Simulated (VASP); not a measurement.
# AlGa3N2 (P3m1) in VASP: single point with PBE

Aim: the single point of AlGa3N2 with PBE.

All numbers are computed with VASP 6.6.1; they aren't measurements. Logs are shortened: lines on timing, memory, paths and dates and some standing lists are left out, and cuts for length are marked.

## 1. The crystal as given

The structure is trigonal, space group P3m1 (No. 156). The conventional cell has a = 3.220 Å, b = 3.220 Å, c = 9.363 Å, α = 90.00°, β = 90.00°, γ = 120.00°. Al (site symmetry 3m) is surrounded by 4 N at 1.89 to 1.94 Å. Ga (site symmetry 3m) has 3 N at 1.99 Å as nearest neighbours. Ga (site symmetry 3m) has 1 N at 1.97 Å as nearest neighbours. Ga (site symmetry 3m) is surrounded by 4 Ga at 2.50 to 2.53 Å. Around N (site symmetry 3m) lie 1 Al at 1.89 Å and 3 Ga at 1.99 Å. N (site symmetry 3m) has 3 Al at 1.94 Å and 1 Ga at 1.97 Å as nearest neighbours.

The cell was built by a generator and needn't be a form met in nature.

## 2. Single point, PBE

File INCAR:

```
PREC = Normal ; ENCUT = 520
EDIFF = 1E-5 ; ISMEAR = 0
SIGMA = 0.15 ; LREAL = Auto
LASPH = T ; NELM = 80
ALGO = Fast ; ISIF = 2
LWAVE = F ; LCHARG = F
GGA = PE
```

File KPOINTS:

```
regular mesh
0
Gamma
  8 8 3
```

File POSCAR:

```
AlGa3N2
1.0
    6.4402860000      0.0000000000      0.0000000000
   -1.6100720000      2.7887260000      0.0000000000
    0.0000000000      0.0000000000      9.3634500000
Al Ga N
2 6 4
Direct
    0.3333335000      0.3333330000      0.2546380000
    0.8333335000      0.3333330000      0.2546380000
    0.1666665000      0.6666670000      0.9775310000
    0.6666665000      0.6666670000      0.9775310000
    0.0000000000      0.0000000000      0.5264520000
    0.5000000000      0.0000000000      0.5264520000
    0.1666665000      0.6666670000      0.7103350000
    0.6666665000      0.6666670000      0.7103350000
    0.3333335000      0.3333330000      0.0524980000
    0.8333335000      0.3333330000      0.0524980000
    0.0000000000      0.0000000000      0.3155920000
    0.5000000000      0.0000000000      0.3155920000
```

Potentials or basis: VASP PAW PBE potentials, release 64 (Al, Ga_d, N).

Command:

```
$ cat potpaw_PBE.64/Al/POTCAR potpaw_PBE.64/Ga_d/POTCAR potpaw_PBE.64/N/POTCAR > POTCAR
$ mpirun -np 1 vasp_std > vasp.out
```

OUTCAR:

```text
PREC = Normal
   ENCUT = 520
   EDIFF = 1E-5
   ISMEAR = 0
   LREAL = Auto
   LASPH = T
   NELM = 80
   ISIF = 2
   GGA = PE

 ion  position               nearest neighbor table
   1  0.333  0.333  0.255-   9 1.89  12 1.94  11 1.94  12 1.94   2 3.22   2 3.22   2 3.22   2 3.22

   2  0.833  0.333  0.255-  10 1.89  11 1.94  12 1.94  11 1.94   1 3.22   1 3.22   1 3.22   1 3.22

   3  0.167  0.667  0.978-  10 1.99   9 1.99   9 1.99   7 2.50
   4  0.667  0.667  0.978-   9 1.99  10 1.99  10 1.99   8 2.50
   5  0.000  0.000  0.526-  11 1.97   7 2.53   8 2.53   7 2.53
   6  0.500  0.000  0.526-  12 1.97   8 2.53   7 2.53   8 2.53
   7  0.167  0.667  0.710-   3 2.50   5 2.53   6 2.53   5 2.53
   8  0.667  0.667  0.710-   4 2.50   6 2.53   5 2.53   6 2.53
   9  0.333  0.333  0.052-   1 1.89   4 1.99   3 1.99   3 1.99
  10  0.833  0.333  0.052-   2 1.89   3 1.99   4 1.99   4 1.99
  11  0.000  0.000  0.316-   2 1.94   1 1.94   2 1.94   5 1.97
  12  0.500  0.000  0.316-   1 1.94   2 1.94   1 1.94   6 1.97

  Warning from LATTYP: Monoclinic adjustment (A1->A3, A2->A1, A3->A2)!
  LATTYP: Found a simple orthorhombic cell.
 ALAT       =     3.2201435602
 B/A-ratio  =     1.7320504274
 C/A-ratio  =     2.9077740868

  Lattice vectors:

 A1 = (   1.6100720000,  -2.7887260000,   0.0000000000)
 A2 = (   4.8302140000,   2.7887260000,   0.0000000000)
 A3 = (   0.0000000000,   0.0000000000,   9.3634500000)

Analysis of symmetry for initial positions (statically):
=====================================================================
 Subroutine PRICEL returns following result:

  LATTYP: Found a hexagonal cell.
 ALAT       =     3.2201430000
 C/A-ratio  =     2.9077745926

  Lattice vectors:

 A1 = (   3.2201430000,   0.0000000000,   0.0000000000)
 A2 = (  -1.6100720000,   2.7887260000,   0.0000000000)
 A3 = (   0.0000000000,   0.0000000000,   9.3634500000)

   2 primitive cells build up your supercell.

 Routine SETGRP: Setting up the symmetry group for a
 simple orthorhombic supercell.

 Subroutine GETGRP returns: Found  2 space group operations
 (whereof  2 operations were pure point group operations)
 out of a pool of  8 trial point group operations.

The static configuration has the point symmetry C_1h.

Analysis of symmetry for dynamics (positions and initial velocities):
=====================================================================
 Subroutine PRICEL returns following result:

  LATTYP: Found a hexagonal cell.
 ALAT       =     3.2201430000
 C/A-ratio  =     2.9077745926

  Lattice vectors:

 A1 = (   3.2201430000,   0.0000000000,   0.0000000000)
 A2 = (  -1.6100720000,   2.7887260000,   0.0000000000)
 A3 = (   0.0000000000,   0.0000000000,   9.3634500000)

   2 primitive cells build up your supercell.

 Routine SETGRP: Setting up the symmetry group for a
 simple orthorhombic supercell.

 Subroutine GETGRP returns: Found  2 space group operations
 (whereof  2 operations were pure point group operations)
 out of a pool of  8 trial point group operations.

The dynamic configuration has the point symmetry C_1h.

 Subroutine INISYM returns: Found  2 space group operations
 (whereof  2 operations are pure point group operations),
 and found     2 'primitive' translations

----------------------------------------------------------------------------------------

                                     Primitive cell

  volume of cell :      84.0847

  direct lattice vectors                    reciprocal lattice vectors
     3.220143000  0.000000000  0.000000000     0.310545215  0.179293396  0.000000000
    -1.610072000  2.788726000  0.000000000     0.000000000  0.358586681  0.000000000
     0.000000000  0.000000000  9.363450000     0.000000000  0.000000000  0.106798242

  length of vectors
     3.220143000  3.220143560  9.363450000     0.358586743  0.358586681  0.106798242

  position of ions in fractional coordinates (direct lattice)
     0.666667000  0.333333000  0.254638000
     0.333333000  0.666667000  0.977531000
     1.000000000  0.000000000  0.526452000
     0.333333000  0.666667000  0.710335000
     0.666667000  0.333333000  0.052498000
     1.000000000  0.000000000  0.315592000

  ion indices of the primitive-cell ions
   primitive index   ion index
                 1           1
                 2           3
                 3           6
                 4           7
                 5           9
                 6          12

----------------------------------------------------------------------------------------

 KPOINTS: regular mesh

Automatic generation of k-mesh.
 Grid dimensions read from file:
 generate k-points for:    8    8    3

 Generating k-lattice:

  Cartesian coordinates                     Fractional coordinates (reciprocal lattice)
     0.019409076  0.011205837  0.000000000     0.125000000  0.000000000  0.000000000
     0.000000000  0.044823335  0.000000000     0.000000000  0.125000000  0.000000000
     0.000000000  0.000000000  0.035599414     0.000000000  0.000000000  0.333333333

  Length of vectors
     0.022411671  0.044823335  0.035599414

  Shift w.r.t. Gamma in fractional coordinates (k-lattice)
     0.000000000  0.000000000  0.000000000

 Subroutine IBZKPT returns following result:
 ===========================================

 Found     65 irreducible k-points:

 Following reciprocal coordinates:
            Coordinates               Weight
  0.000000  0.000000  0.000000      1.000000
  0.125000  0.000000  0.000000      2.000000
  0.250000  0.000000  0.000000      2.000000
  0.375000  0.000000  0.000000      2.000000
  0.500000  0.000000  0.000000      1.000000
  0.000000  0.125000  0.000000      4.000000
[... 16 lines left out ...]
  0.250000  0.500000  0.000000      2.000000
  0.375000  0.500000  0.000000      2.000000
 [... further k-points ...]
   k-points           NKPTS =     65   k-points in BZ     NKDIM =     65   number of bands    NBANDS=     62
   number of dos      NEDOS =    301   number of ions     NIONS =     12
   total plane-waves  NPLWV =  34992
   dimension x,y,z NGX =    36 NGY =   18 NGZ =   54
   dimension x,y,z NGXF=    72 NGYF=   36 NGZF=  108
   ions per type =               2   6   4
   NGX,Y,Z   is equivalent  to a cutoff of   9.29,  9.29,  9.59 a.u.
   NGXF,Y,Z  is equivalent  to a cutoff of  18.59, 18.59, 19.18 a.u.
 SYSTEM =  unknown system
   PREC   = normal    normal or accurate (medium, high low for compatibility)
   ISTART =      0    job   : 0-new  1-cont  2-samecut
   ICHARG =      2    charge: 1-file 2-atom 10-const
   ISPIN  =      1    spin polarized calculation?
   LNONCOLLINEAR =      F non collinear calculations
   LSORBIT =      F    spin-orbit coupling
   LASPH  =      T    aspherical Exc in radial PAW
   ENCUT  =  520.0 eV  38.22 Ry    6.18 a.u.  11.97  5.99 17.41*2*pi/ulx,y,z
   NELM   =     80;   NELMIN=  2; NELMDL= -5     # of ELM steps
   EDIFF  = 0.1E-04   stopping-criterion for ELM
   LREAL  =      T    real-space projection
   EDIFFG = 0.1E-03   stopping-criterion for IOM
   NSW    =      0    number of steps for IOM
   IBRION =     -1    ionic relax: 0-MD 1-quasi-New 2-CG
   NFREE  =      0    steps in history (QN), initial steepest desc. (CG)
   ISIF   =      2    stress and relaxation
   ISYM   =      2    0-nonsym 1-usesym 2-fastsym
   POTIM  = 0.5000    time-step for ionic-motion
   TEBEG  =    0.0;   TEEND  =   0.0 temperature during run
   PSTRESS=    0.0 pullay stress
   NELECT =     104.0000    total number of electrons
   NUPDOWN=      -1.0000    fix difference up-down
   EMIN   =  10.00;   EMAX   =-10.00  energy-range for DOS
   EFERMI =   0.00;   METHOD = LEGACY
   ISMEAR =     0;   SIGMA  =   0.15  broadening in eV -4-tet -1-fermi 0-gaus
   EFERMI_NEDOS =   21; number of points for ismear=-14 and -15
   IALGO  =     68    algorithm
   IMIX   =      4    mixing-type and parameters
     AMIX     =   0.40;   BMIX     =  1.00
     AMIX_MAG =   1.60;   BMIX_MAG =  1.00
  volume/ion in A,a.u.               =      14.01        94.57
  Fermi-wavevector in a.u.,A,eV,Ry     =   1.394773  2.635739 26.468675  1.945393
  Thomas-Fermi vector in A             =   2.518290
   LORBIT       =      0    0 simple, 1 ext, 2 COOP (PROOUT), +10 PAW based schemes
   GGA     = PE    functional components
   LHFCALC =     F    Hartree Fock is set to
   AEXX    =    0.0000 exact exchange contribution
   IVDW    =     0    specifies the selected vdW correction
   LEPSILON=     F    determine dielectric tensor
   LRPA    =     F    only Hartree local field effects (RPA)
 non-spin polarized calculation
 RMM-DIIS sequential band-by-band and
 Gauss-broadening in eV      SIGMA  =   0.15
  energy-cutoff  :      520.00
  volume of cell :      168.17
 maximum number of plane-waves:      4560
   NGX = 23   NGY = 11   NGZ = 35

 number of electron     104.0000337 magnetization

 Free energy of the ion-electron system (eV)
  ---------------------------------------------------
  ext. energy  EPLUGINS =         0.00000000
  ---------------------------------------------------
  free energy    TOTEN  =       -64.12599013 eV

  energy without entropy =      -64.11186493  energy(sigma->0) =      -64.11892753

 E-fermi :   6.9108     XC(G=0): -10.9724

 val. band max:        6.7853389974   @ k =   0.0000   0.5000   0.0000
 cond. band min:       6.9327934487   @ k =   0.1250   0.5000   0.0000
 fundamental gap:      0.1474544513
 Fermi energy:         6.9108481469

 k-point     1 :       0.0000    0.0000    0.0000
  band No.  band energies     occupation
      1     -10.5847      2.00000
      2      -9.8426      2.00000
      3      -9.8019      2.00000
      4      -9.5045      2.00000
      5      -8.9212      2.00000
      6      -8.9035      2.00000
[... 54 lines left out ...]
     61      12.9627      0.00000
     62      13.3130      0.00000

 k-point     2 :       0.1250    0.0000    0.0000
  band No.  band energies     occupation
      1     -10.5512      2.00000
      2      -9.8264      2.00000
      3      -9.8187      2.00000
      4      -9.5217      2.00000
      5      -8.9209      2.00000
      6      -8.9047      2.00000
[... 54 lines left out ...]
     61      12.5630      0.00000
     62      12.9301      0.00000

 k-point     3 :       0.2500    0.0000    0.0000
  band No.  band energies     occupation
      1     -10.4554      2.00000
      2      -9.8771      2.00000
      3      -9.7829      2.00000
      4      -9.5644      2.00000
      5      -8.9196      2.00000
      6      -8.9076      2.00000
[... 1354 lines left out ...]
     61      10.9441      0.00000
     62      11.0123      0.00000

 k-point    24 :       0.3750    0.5000    0.0000
  band No.  band energies     occupation
      1      -9.7996      2.00000
      2      -9.7996      2.00000
      3      -9.5052      2.00000
      4      -9.5052      2.00000
      5      -8.8939      2.00000
      6      -8.8939      2.00000
[... 54 lines left out ...]
     61      10.8817      0.00000
     62      10.9015      0.00000

 [... further k-points ...]
[... 5 lines left out ...]
  --------------------------------------------------------------------------------------
  -------------------------------------------------------------------------------------
  Total       -0.1034866     -0.6600621      0.6472471      0.4820087     -0.0211597     -0.0366498
  in kB       -0.9859339     -6.2885203      6.1664296      4.5921763     -0.2015918     -0.3491687
  external PRESSURE =      -0.3693415 kB  Pullay stress =       0.0000000 kB

 VOLUME and BASIS-vectors are now :
 -----------------------------------------------------------------------------
  energy-cutoff  :      520.00
  volume of cell :      168.17
      direct lattice vectors                 reciprocal lattice vectors
     6.440286000  0.000000000  0.000000000     0.155272607  0.089646698  0.000000000
    -1.610072000  2.788726000  0.000000000     0.000000000  0.358586681  0.000000000
     0.000000000  0.000000000  9.363450000     0.000000000  0.000000000  0.106798242

 POSITION                                       TOTAL-FORCE (eV/Angst)
 -----------------------------------------------------------------------------------
      1.61007      0.92957      2.38429        -0.000776     -0.000448      0.012450
      4.83022      0.92957      2.38429        -0.000776     -0.000448      0.012450
     -0.00000      1.85915      9.15306         0.000706      0.000408     -0.018437
      3.22014      1.85915      9.15306         0.000706      0.000408     -0.018437
      0.00000      0.00000      4.92941         0.019965      0.011527     -0.109131
      3.22014      0.00000      4.92941         0.019965      0.011527     -0.109131
     -0.00000      1.85915      6.65119        -0.017830     -0.010294      0.117555
      3.22014      1.85915      6.65119        -0.017830     -0.010294      0.117555
      1.61007      0.92957      0.49156         0.000222      0.000128     -0.014324
      4.83022      0.92957      0.49156         0.000222      0.000128     -0.014324
      0.00000      0.00000      2.95503        -0.002288     -0.001321      0.011888
      3.22014      0.00000      2.95503        -0.002288     -0.001321      0.011888
 -----------------------------------------------------------------------------------
    total drift:                                0.000171     -0.000064      0.004663

  FREE ENERGIE OF THE ION-ELECTRON SYSTEM (eV)
  ---------------------------------------------------
  free  energy   TOTEN  =       -64.1259901319 eV

  energy  without entropy=      -64.1118649267  energy(sigma->0) =      -64.11892753
```

Run time: 8 min. Hardware: 1 thread of Intel Xeon Platinum 8488C (Sapphire Rapids), shared host; peak memory 0.47 GiB.

What came out:

```yaml
Free_energy: -64.1260 eV
Pressure: 0.0 GPa
Largest_force: 0.119 eV/Å
Band_gap_on_the_k_mesh: none (metal or under the smearing width)
```

Forces on the atoms (eV/Å):
```
Al  -0.001  0.000  0.012
Al  -0.001  0.000  0.012
Ga   0.001  0.000 -0.018
Ga   0.001  0.000 -0.018
Ga   0.020  0.012 -0.109
Ga   0.020  0.012 -0.109
Ga  -0.018 -0.010  0.118
Ga  -0.018 -0.010  0.118
N    0.000  0.000 -0.014
N    0.000  0.000 -0.014
N   -0.002 -0.001  0.012
N   -0.002 -0.001  0.012
```

Stress tensor (GPa, compression positive):
```
-0.10  0.46 -0.03
 0.46 -0.63 -0.02
-0.03 -0.02  0.62
```

Levels at points of the mesh, in eV from the Fermi level:
```csv
k point,band 50,band 51,band 52,band 53,band 54,band 55
"(0.00, 0.00, 0.00)",-2.57,-2.57,-0.91,-0.13,2.39,2.44
"(0.50, 0.00, 0.00)",-2.60,0.09,0.09,0.77,0.77,2.93
"(0.00, 0.50, 0.00)",-3.70,-2.60,-2.60,-0.13,-0.13,2.39
"(0.50, 0.50, 0.00)",-2.86,-2.15,-2.15,-1.15,-1.15,1.28
```
